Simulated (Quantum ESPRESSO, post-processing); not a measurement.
# In2Se2, 1 layer, rectangular cell, stepped through strain along the first axis, part 7 of 7

Aim: how the results for In2Se2, 1 layer, rectangular cell change with strain along the first axis.

Quantum ESPRESSO 7.5; plane-wave DFT, PBE, GBRV ultrasoft pseudopotentials.

So far. Step 7 (Relaxing the ions, -3 %): The relaxation lowers the energy by 3 meV an atom. Step 9 (Relaxation with pw.x, 3 %): The relaxation lowers the energy by 2 meV an atom.

## (11) Relaxing the ions, 4 %

Contents of m8.relax.in:

```
&control
  prefix = 'm8.relax'
  outdir = './out'
  pseudo_dir = './pseudo'
  nstep = 40
  forc_conv_thr = 0.0003
  calculation = 'relax'
  tstress = .true.
/
&system
  ibrav = 0
  nat = 8
  ntyp = 2
  ecutwfc = 50
  ecutrho = 250
  occupations = 'smearing'
  smearing = 'fd'
  degauss = 0.002
/
&electrons
  conv_thr = 1e-09
  mixing_beta = 0.4
  electron_maxstep = 120
  mixing_mode = 'plain'
/
&ions
/
ATOMIC_SPECIES
  Se  78.9710  se_pbe_v1.uspp.F.UPF
  In  114.8180  in_pbe_v1.4.uspp.F.UPF
CELL_PARAMETERS angstrom
  4.24416191472000 0.00000000000000 0.00000000000000
  0.00000000000000 7.06788813800000 0.00000000000000
  0.00000000000000 0.00000000000000 20.14290946400000
ATOMIC_POSITIONS crystal
  Se  0.000000000000 0.333334341600 0.366558047100
  Se  0.500000000000 0.833334386500 0.366557955300
  In  0.000000000000 -0.000001105000 0.429924743200
  In  0.500000000000 0.499999043600 0.429924757800
  In  0.000000000000 -0.000001105000 0.570075256800
  In  0.500000000000 0.499999043600 0.570075242200
  Se  0.000000000000 0.333334341600 0.633441952900
  Se  0.500000000000 0.833334386500 0.633442044700
K_POINTS automatic
  8 4 1 0 0 0
```

The run is started by

```sh
> OMP_NUM_THREADS=1 mpirun -n 4 pw.x -nk 2 -in m8.relax.in > m8.relax.out
```

What it wrote:

```text
[banner, memory and clock lines left out]
Program PWSCF v.7.5 starts
[...]
Message from routine setup:
[...]
number of electrons       =        76.00
     number of Kohn-Sham states=           46
     kinetic-energy cutoff     =      50.0000  Ry
     charge density cutoff     =     250.0000  Ry
[...]
number of k points=    15  Fermi-Dirac smearing, width (Ry)=  0.0020
[...]
Dense  grid:   272249 G-vectors     FFT dimensions: (  45,  72, 192)
[...]
negative rho (up, down):  9.915E-04 0.000E+00
     Starting wfcs are   52 randomized atomic wfcs
[...]
negative rho (up, down):  8.707E-04 0.000E+00
[...]
estimated scf accuracy    <       7.79988245 Ry
[...]
negative rho (up, down):  9.699E-04 0.000E+00
[...]
estimated scf accuracy    <       0.11370623 Ry
[...]
negative rho (up, down):  1.057E-03 0.000E+00
[...]
estimated scf accuracy    <       0.04706047 Ry
[...]
negative rho (up, down):  1.121E-03 0.000E+00
[...]
estimated scf accuracy    <       0.01369408 Ry
[...]
negative rho (up, down):  1.150E-03 0.000E+00
[...]
estimated scf accuracy    <       0.00108992 Ry
[...]
negative rho (up, down):  1.172E-03 0.000E+00
[...]
estimated scf accuracy    <       0.00013152 Ry
[...]
negative rho (up, down):  1.181E-03 0.000E+00
[...]
estimated scf accuracy    <       0.00002226 Ry
[...]
negative rho (up, down):  1.187E-03 0.000E+00
[...]
estimated scf accuracy    <       0.00000525 Ry
[...]
negative rho (up, down):  1.191E-03 0.000E+00
[...]
estimated scf accuracy    <       0.00000023 Ry
[...]
negative rho (up, down):  1.193E-03 0.000E+00
[...]
estimated scf accuracy    <       0.00000006 Ry
[...]
negative rho (up, down):  1.195E-03 0.000E+00
[...]
estimated scf accuracy    <       0.00000001 Ry
[...]
negative rho (up, down):  1.195E-03 0.000E+00
[...]
estimated scf accuracy    <          2.2E-09 Ry
[...]
negative rho (up, down):  1.197E-03 0.000E+00
[...]
the Fermi energy is    -0.8275 ev
!    total energy              =    -708.62814807 Ry
     estimated scf accuracy    <          4.7E-10 Ry
     smearing contrib. (-TS)   =      -0.00000000 Ry
     internal energy E=F+TS    =    -708.62814807 Ry
[...]
one-electron contribution =   -2107.91634099 Ry
     hartree contribution      =    1083.50811239 Ry
     xc contribution           =    -269.71833468 Ry
     ewald contribution        =     585.49841520 Ry
     convergence has been achieved in  13 iterations
     negative rho (up, down):  1.197E-03 0.000E+00
[...]
Total force =     0.030351     Total SCF correction =     0.000145
[...]
negative rho (up, down):  1.197E-03 0.000E+00
[...]
negative rho (up, down):  1.202E-03 0.000E+00
[...]
negative rho (up, down):  1.199E-03 0.000E+00
[...]
estimated scf accuracy    <       0.00026475 Ry
[...]
negative rho (up, down):  1.198E-03 0.000E+00
[...]
estimated scf accuracy    <       0.00024189 Ry
[...]
negative rho (up, down):  1.198E-03 0.000E+00
[...]
estimated scf accuracy    <       0.00000165 Ry
[...]
negative rho (up, down):  1.198E-03 0.000E+00
[...]
estimated scf accuracy    <       0.00000056 Ry
[...]
negative rho (up, down):  1.198E-03 0.000E+00
[...]
estimated scf accuracy    <       0.00000003 Ry
[...]
negative rho (up, down):  1.198E-03 0.000E+00
[...]
estimated scf accuracy    <          2.6E-09 Ry
[...]
negative rho (up, down):  1.198E-03 0.000E+00
[...]
the Fermi energy is    -0.8133 ev
!    total energy              =    -708.62894055 Ry
     estimated scf accuracy    <          2.0E-10 Ry
     smearing contrib. (-TS)   =      -0.00000000 Ry
     internal energy E=F+TS    =    -708.62894055 Ry
[...]
one-electron contribution =   -2107.50932268 Ry
     hartree contribution      =    1083.31490230 Ry
     xc contribution           =    -269.72842134 Ry
     ewald contribution        =     585.29390116 Ry
     convergence has been achieved in   7 iterations
     negative rho (up, down):  1.198E-03 0.000E+00
[...]
Total force =     0.022108     Total SCF correction =     0.000031
[...]
negative rho (up, down):  1.198E-03 0.000E+00
[...]
negative rho (up, down):  1.205E-03 0.000E+00
[...]
negative rho (up, down):  1.201E-03 0.000E+00
[...]
estimated scf accuracy    <       0.00020583 Ry
[...]
negative rho (up, down):  1.201E-03 0.000E+00
[...]
estimated scf accuracy    <       0.00018612 Ry
[...]
negative rho (up, down):  1.201E-03 0.000E+00
[...]
estimated scf accuracy    <       0.00000185 Ry
[...]
negative rho (up, down):  1.201E-03 0.000E+00
[...]
estimated scf accuracy    <       0.00000061 Ry
[...]
negative rho (up, down):  1.201E-03 0.000E+00
[...]
estimated scf accuracy    <       0.00000003 Ry
[...]
negative rho (up, down):  1.201E-03 0.000E+00
[...]
estimated scf accuracy    <          6.7E-09 Ry
[...]
negative rho (up, down):  1.201E-03 0.000E+00
[...]
estimated scf accuracy    <          2.7E-10 Ry
[...]
negative rho (up, down):  1.201E-03 0.000E+00
[...]
the Fermi energy is    -0.8086 ev
!    total energy              =    -708.62952494 Ry
     estimated scf accuracy    <          5.8E-11 Ry
     smearing contrib. (-TS)   =      -0.00000000 Ry
     internal energy E=F+TS    =    -708.62952494 Ry
[...]
one-electron contribution =   -2107.58530596 Ry
     hartree contribution      =    1083.36230395 Ry
     xc contribution           =    -269.73907626 Ry
     ewald contribution        =     585.33255333 Ry
     convergence has been achieved in   8 iterations
     negative rho (up, down):  1.201E-03 0.000E+00
[...]
Total force =     0.014456     Total SCF correction =     0.000043
[...]
negative rho (up, down):  1.201E-03 0.000E+00
[...]
negative rho (up, down):  1.211E-03 0.000E+00
[...]
negative rho (up, down):  1.207E-03 0.000E+00
[...]
estimated scf accuracy    <       0.00021812 Ry
[...]
negative rho (up, down):  1.207E-03 0.000E+00
[...]
estimated scf accuracy    <       0.00019621 Ry
[...]
negative rho (up, down):  1.207E-03 0.000E+00
[...]
estimated scf accuracy    <       0.00000345 Ry
[...]
negative rho (up, down):  1.207E-03 0.000E+00
[...]
estimated scf accuracy    <       0.00000080 Ry
[...]
negative rho (up, down):  1.207E-03 0.000E+00
[...]
estimated scf accuracy    <       0.00000006 Ry
[...]
negative rho (up, down):  1.207E-03 0.000E+00
[...]
internal energy E=F+TS    =    -708.62995042 Ry
[...]
one-electron contribution =   -2108.55436823 Ry
     hartree contribution      =    1083.85740495 Ry
     xc contribution           =    -269.75357871 Ry
     ewald contribution        =     585.82059157 Ry
     convergence has been achieved in   9 iterations
     negative rho (up, down):  1.207E-03 0.000E+00
[...]
Total force =     0.007680     Total SCF correction =     0.000016
[...]
negative rho (up, down):  1.207E-03 0.000E+00
[...]
negative rho (up, down):  1.211E-03 0.000E+00
[...]
negative rho (up, down):  1.210E-03 0.000E+00
[...]
estimated scf accuracy    <       0.00000817 Ry
[...]
negative rho (up, down):  1.210E-03 0.000E+00
[...]
estimated scf accuracy    <       0.00000236 Ry
[...]
negative rho (up, down):  1.210E-03 0.000E+00
[...]
estimated scf accuracy    <       0.00000096 Ry
[...]
negative rho (up, down):  1.210E-03 0.000E+00
[...]
estimated scf accuracy    <       0.00000007 Ry
[...]
negative rho (up, down):  1.210E-03 0.000E+00
[...]
estimated scf accuracy    <          4.2E-09 Ry
[...]
negative rho (up, down):  1.210E-03 0.000E+00
[...]
estimated scf accuracy    <          4.2E-10 Ry
[...]
negative rho (up, down):  1.210E-03 0.000E+00
[...]
estimated scf accuracy    <          1.0E-10 Ry
[...]
negative rho (up, down):  1.210E-03 0.000E+00
[...]
the Fermi energy is    -0.8005 ev
!    total energy              =    -708.63005559 Ry
     estimated scf accuracy    <          8.3E-12 Ry
     smearing contrib. (-TS)   =      -0.00000000 Ry
     internal energy E=F+TS    =    -708.63005559 Ry
[...]
one-electron contribution =   -2110.11503719 Ry
     hartree contribution      =    1084.64048215 Ry
     xc contribution           =    -269.76100056 Ry
     ewald contribution        =     586.60550000 Ry
     convergence has been achieved in   8 iterations
     negative rho (up, down):  1.210E-03 0.000E+00
[...]
Total force =     0.007278     Total SCF correction =     0.000014
[...]
negative rho (up, down):  1.210E-03 0.000E+00
[...]
negative rho (up, down):  1.211E-03 0.000E+00
[...]
negative rho (up, down):  1.211E-03 0.000E+00
[...]
estimated scf accuracy    <       0.00005054 Ry
[...]
negative rho (up, down):  1.211E-03 0.000E+00
[...]
estimated scf accuracy    <       0.00003560 Ry
[...]
negative rho (up, down):  1.211E-03 0.000E+00
[...]
estimated scf accuracy    <       0.00000074 Ry
[...]
negative rho (up, down):  1.211E-03 0.000E+00
[...]
estimated scf accuracy    <       0.00000012 Ry
[...]
negative rho (up, down):  1.211E-03 0.000E+00
[...]
estimated scf accuracy    <          9.4E-09 Ry
[...]
negative rho (up, down):  1.211E-03 0.000E+00
[...]
estimated scf accuracy    <          8.2E-10 Ry
[...]
negative rho (up, down):  1.211E-03 0.000E+00
[...]
estimated scf accuracy    <          1.0E-10 Ry
[...]
negative rho (up, down):  1.212E-03 0.000E+00
[...]
the Fermi energy is    -0.7954 ev
!    total energy              =    -708.63013142 Ry
     estimated scf accuracy    <          7.0E-12 Ry
     smearing contrib. (-TS)   =      -0.00000000 Ry
     internal energy E=F+TS    =    -708.63013142 Ry
[...]
one-electron contribution =   -2112.33058653 Ry
     hartree contribution      =    1085.74688427 Ry
     xc contribution           =    -269.76539976 Ry
     ewald contribution        =     587.71897060 Ry
     convergence has been achieved in   8 iterations
     negative rho (up, down):  1.212E-03 0.000E+00
[...]
Total force =     0.006752     Total SCF correction =     0.000015
[...]
negative rho (up, down):  1.212E-03 0.000E+00
[...]
negative rho (up, down):  1.209E-03 0.000E+00
[...]
negative rho (up, down):  1.210E-03 0.000E+00
[...]
estimated scf accuracy    <       0.00020011 Ry
[...]
negative rho (up, down):  1.211E-03 0.000E+00
[...]
estimated scf accuracy    <       0.00013001 Ry
[...]
negative rho (up, down):  1.211E-03 0.000E+00
[...]
estimated scf accuracy    <       0.00000146 Ry
[...]
negative rho (up, down):  1.212E-03 0.000E+00
[...]
estimated scf accuracy    <       0.00000025 Ry
[...]
negative rho (up, down):  1.212E-03 0.000E+00
[...]
estimated scf accuracy    <       0.00000002 Ry
[...]
negative rho (up, down):  1.212E-03 0.000E+00
[...]
estimated scf accuracy    <          2.1E-09 Ry
[...]
negative rho (up, down):  1.212E-03 0.000E+00
[...]
estimated scf accuracy    <          2.2E-10 Ry
[...]
negative rho (up, down):  1.212E-03 0.000E+00
[...]
estimated scf accuracy    <          4.2E-11 Ry
[...]
negative rho (up, down):  1.212E-03 0.000E+00
[...]
the Fermi energy is    -0.7960 ev
!    total energy              =    -708.63021649 Ry
     estimated scf accuracy    <          3.9E-12 Ry
     smearing contrib. (-TS)   =      -0.00000000 Ry
     internal energy E=F+TS    =    -708.63021649 Ry
[...]
one-electron contribution =   -2115.79644993 Ry
     hartree contribution      =    1087.47510730 Ry
     xc contribution           =    -269.76918260 Ry
     ewald contribution        =     589.46030874 Ry
     convergence has been achieved in   9 iterations
     negative rho (up, down):  1.212E-03 0.000E+00
[...]
Total force =     0.005100     Total SCF correction =     0.000010
[...]
negative rho (up, down):  1.212E-03 0.000E+00
[...]
negative rho (up, down):  1.209E-03 0.000E+00
[...]
negative rho (up, down):  1.211E-03 0.000E+00
[...]
estimated scf accuracy    <       0.00029477 Ry
[...]
negative rho (up, down):  1.212E-03 0.000E+00
[...]
estimated scf accuracy    <       0.00020213 Ry
[...]
negative rho (up, down):  1.212E-03 0.000E+00
[...]
estimated scf accuracy    <       0.00000132 Ry
[...]
negative rho (up, down):  1.212E-03 0.000E+00
[...]
estimated scf accuracy    <       0.00000032 Ry
[...]
negative rho (up, down):  1.213E-03 0.000E+00
[...]
estimated scf accuracy    <       0.00000002 Ry
[...]
negative rho (up, down):  1.213E-03 0.000E+00
[...]
estimated scf accuracy    <          1.8E-09 Ry
[...]
negative rho (up, down):  1.213E-03 0.000E+00
[...]
estimated scf accuracy    <          1.3E-10 Ry
[...]
negative rho (up, down):  1.213E-03 0.000E+00
[...]
estimated scf accuracy    <          4.3E-11 Ry
[...]
negative rho (up, down):  1.213E-03 0.000E+00
[...]
estimated scf accuracy    <          1.4E-11 Ry
[...]
negative rho (up, down):  1.213E-03 0.000E+00
[...]
the Fermi energy is    -0.7983 ev
!    total energy              =    -708.63026851 Ry
     estimated scf accuracy    <          3.6E-13 Ry
     smearing contrib. (-TS)   =      -0.00000000 Ry
     internal energy E=F+TS    =    -708.63026851 Ry
[...]
one-electron contribution =   -2119.44909122 Ry
     hartree contribution      =    1089.29486396 Ry
     xc contribution           =    -269.77149725 Ry
     ewald contribution        =     591.29545600 Ry
     convergence has been achieved in  10 iterations
     negative rho (up, down):  1.213E-03 0.000E+00
[...]
Total force =     0.003622     Total SCF correction =     0.000003
[...]
negative rho (up, down):  1.213E-03 0.000E+00
[...]
negative rho (up, down):  1.212E-03 0.000E+00
[...]
negative rho (up, down):  1.213E-03 0.000E+00
[...]
estimated scf accuracy    <       0.00004080 Ry
[...]
negative rho (up, down):  1.214E-03 0.000E+00
[...]
estimated scf accuracy    <       0.00003027 Ry
[...]
negative rho (up, down):  1.214E-03 0.000E+00
[...]
estimated scf accuracy    <       0.00000018 Ry
[...]
negative rho (up, down):  1.214E-03 0.000E+00
[...]
estimated scf accuracy    <       0.00000005 Ry
[...]
negative rho (up, down):  1.214E-03 0.000E+00
[...]
estimated scf accuracy    <          2.2E-09 Ry
[...]
negative rho (up, down):
```

Wall time 19 min (4 MPI ranks of Arm Neoverse V2, shared host); peak memory 1.7 GiB.

Relaxation path:

| step | energy less that of the first step (eV) | largest force (eV/Å) |
| --- | --- | --- |
| 1 | 0.0000 | 0.2830 |
| 2 | -0.0108 | 0.2135 |
| 3 | -0.0187 | 0.1553 |
| 4 | -0.0245 | 0.0757 |
| 5 | -0.0260 | 0.0865 |
| 6 | -0.0270 | 0.0848 |
| 7 | -0.0281 | 0.0604 |
| 8 | -0.0289 | 0.0346 |
| 9 | -0.0291 | 0.0319 |
| 10 | -0.0293 | 0.0228 |
| 11 | -0.0295 | 0.0150 |
| 12 | -0.0295 | 0.0055 |

The atoms that moved most (Å):

| atom | dx | dy | dz | length |
| --- | --- | --- | --- | --- |
| Se7 | 0.000 | 0.015 | -0.042 | 0.045 |
| Se1 | 0.000 | 0.015 | 0.042 | 0.045 |
| Se2 | 0.000 | 0.015 | 0.042 | 0.045 |
| Se8 | 0.000 | 0.015 | -0.042 | 0.045 |
| In3 | 0.000 | -0.015 | -0.003 | 0.015 |
| In5 | 0.000 | -0.015 | 0.003 | 0.015 |
| In4 | 0.000 | -0.015 | -0.003 | 0.015 |
| In6 | 0.000 | -0.015 | 0.003 | 0.015 |

The relaxation lowers the energy by 4 meV an atom.

This step gave:

```
free energy  : -9641.4066 eV
Fermi energy : -0.7948 eV
```

## (12) Ground state, 4 %

Contents of m8.scf.in:

```
&control
  prefix = 'm8.scf'
  outdir = './out'
  pseudo_dir = './pseudo'
  calculation = 'scf'
  tprnfor = .true.
/
&system
  ibrav = 0
  nat = 8
  ntyp = 2
  ecutwfc = 40
  ecutrho = 200
  occupations = 'smearing'
  smearing = 'fd'
  degauss = 0.002
  nbnd = 42
/
&electrons
  conv_thr = 1e-09
  mixing_beta = 0.4
  electron_maxstep = 120
  mixing_mode = 'plain'
/
ATOMIC_SPECIES
  Se  78.9710  se_pbe_v1.uspp.F.UPF
  In  114.8180  in_pbe_v1.4.uspp.F.UPF
CELL_PARAMETERS angstrom
  4.24416191472000 0.00000000000000 0.00000000000000
  0.00000000000000 7.06788813800000 0.00000000000000
  0.00000000000000 0.00000000000000 20.14290946400000
ATOMIC_POSITIONS crystal
  Se  0.000000000000 0.335489874800 0.368645945500
  Se  0.500000000000 0.835489679000 0.368645814000
  In  0.000000000000 -0.002156641500 0.429793062800
  In  0.500000000000 0.497843754300 0.429793022700
  In  0.000000000000 -0.002156641500 0.570206937200
  In  0.500000000000 0.497843754300 0.570206977300
  Se  0.000000000000 0.335489874800 0.631354054500
  Se  0.500000000000 0.835489679000 0.631354186000
K_POINTS automatic
  8 4 1 0 0 0
```

The run is started by

```sh
> OMP_NUM_THREADS=1 mpirun -n 4 pw.x -nk 2 -in m8.scf.in > m8.scf.out
```

What it wrote:

```text
[banner, memory and clock lines left out]
Program PWSCF v.7.5 starts
[...]
Message from routine setup:
[...]
number of electrons       =        76.00
     number of Kohn-Sham states=           42
     kinetic-energy cutoff     =      40.0000  Ry
     charge density cutoff     =     200.0000  Ry
[...]
number of k points=    15  Fermi-Dirac smearing, width (Ry)=  0.0020
[...]
Dense  grid:   194535 G-vectors     FFT dimensions: (  40,  64, 180)
[...]
negative rho (up, down):  7.249E-04 0.000E+00
     Starting wfcs are   52 randomized atomic wfcs
[...]
negative rho (up, down):  5.498E-04 0.000E+00
[...]
estimated scf accuracy    <       7.62824866 Ry
[...]
negative rho (up, down):  5.587E-04 0.000E+00
[...]
estimated scf accuracy    <       0.09804576 Ry
[...]
negative rho (up, down):  8.759E-04 0.000E+00
[...]
estimated scf accuracy    <       0.02949886 Ry
[...]
negative rho (up, down):  7.312E-04 0.000E+00
[...]
estimated scf accuracy    <       0.01127633 Ry
[...]
negative rho (up, down):  6.752E-04 0.000E+00
[...]
estimated scf accuracy    <       0.00188120 Ry
[...]
negative rho (up, down):  6.753E-04 0.000E+00
[...]
estimated scf accuracy    <       0.00018627 Ry
[...]
negative rho (up, down):  6.670E-04 0.000E+00
[...]
estimated scf accuracy    <       0.00002364 Ry
[...]
negative rho (up, down):  6.642E-04 0.000E+00
[...]
estimated scf accuracy    <       0.00002013 Ry
[...]
negative rho (up, down):  6.646E-04 0.000E+00
[...]
estimated scf accuracy    <       0.00000189 Ry
[...]
negative rho (up, down):  6.651E-04 0.000E+00
[...]
estimated scf accuracy    <       0.00000004 Ry
[...]
negative rho (up, down):  6.656E-04 0.000E+00
[...]
estimated scf accuracy    <       0.00000003 Ry
[...]
negative rho (up, down):  6.659E-04 0.000E+00
[...]
estimated scf accuracy    <          1.8E-09 Ry
[...]
negative rho (up, down):  6.665E-04 0.000E+00
[...]
the Fermi energy is    -0.7959 ev
!    total energy              =    -708.61528072 Ry
     estimated scf accuracy    <          1.2E-10 Ry
     smearing contrib. (-TS)   =      -0.00000000 Ry
     internal energy E=F+TS    =    -708.61528072 Ry
[...]
one-electron contribution =   -2123.22339778 Ry
     hartree contribution      =    1091.17785673 Ry
     xc contribution           =    -269.77485363 Ry
     ewald contribution        =     593.20511396 Ry
     convergence has been achieved in  13 iterations
     negative rho (up, down):  6.665E-04 0.000E+00
[...]
Total force =     0.000390     Total SCF correction =     0.000049
[...]
```

The job ended after 1.7 min (4 MPI ranks; peak memory 1.2 GiB).

Read from the output:

- free energy: -9641.2021 eV
- Fermi energy: -0.7959 eV
- valence top, on the run's zero: -1.350 eV
- conduction bottom, on the run's zero: -0.2897 eV
- gap by band count: 1.060 eV

## (13) The series side by side

The series in one table, energies over the lowest:

| strain along the first axis | energy (eV) | gap along the path (eV) | upper vacuum level over the valence top of the mesh (eV) | lower vacuum level over that top (eV) |
| --- | --- | --- | --- | --- |
| -4 % | 0.0784 | 1.7 | 6.03 | 6.03 |
| -3 % | 0.0435 | 1.629 | 6.014 | 6.014 |
| -2 % | 0.0191 | 1.555 | 5.992 | 5.992 |
| -1 % | 0.0049 | 1.477 | 5.964 | 5.964 |
| 0 % | 0.0000 | 1.397 | 5.939 | 5.939 |
| 1 % | 0.0042 | 1.314 | 5.914 | 5.914 |
| 2 % | 0.0168 | 1.228 | 5.888 | 5.888 |
| 3 % | 0.0373 | 1.141 | 5.863 | 5.863 |
| 4 % | 0.0654 | 1.058 | 5.841 | 5.841 |

## (14) A check by hand

A parabola through the energies within ±2 % has E = 44.70 eV × ε² -0.053 eV × ε; for the curvature, over A = 28.844 Å² this is 44.70 × 2/28.844 × 16.02 = 50 N/m.

## (15) Outcome

| Item | Value |
| --- | --- |
| in-plane stiffness along the strain | 50 N/m |
| gap along the path, at -4 % and at 4 % | 1.70, 1.06 eV |
| upper vacuum level over the valence top of the mesh, at -4 % and at 4 % | 6.03, 5.84 eV |
| lower vacuum level over that top, at -4 % and at 4 % | 6.03, 5.84 eV |

**Reading.** The series holds 9 members; in-plane stiffness along the strain: 50 N/m (PBE, GBRV ultrasoft). The energy is lowest near zero strain. From -4 % to 4 % the gap along the path falls from 1.70 to 1.06 eV. From -4 % to 4 % the upper vacuum level over the valence top of the mesh falls from 6.03 to 5.84 eV. From -4 % to 4 % the lower vacuum level over that top falls from 6.03 to 5.84 eV. Semilocal gaps are too small; the 1×1 cell can't ripple over many cells under compression as a free sheet would. No spin-orbit coupling.

[Logs are printed without paths, hosts, clocks, repeated set-up lines and the standing remarks that a program may print on its own settings, such as how far it seeks lower states.]

[Hosts, paths, dates, database ids (printed as entryN), source tags and the programs' standing remarks are cut or masked in the printed files.]

[Maps of the electrostatic potential energy from Ansatz leave out the sawtooth potential of an applied field or a dipole correction, so their vacuum need not be flat; planar profiles and work functions include it.]
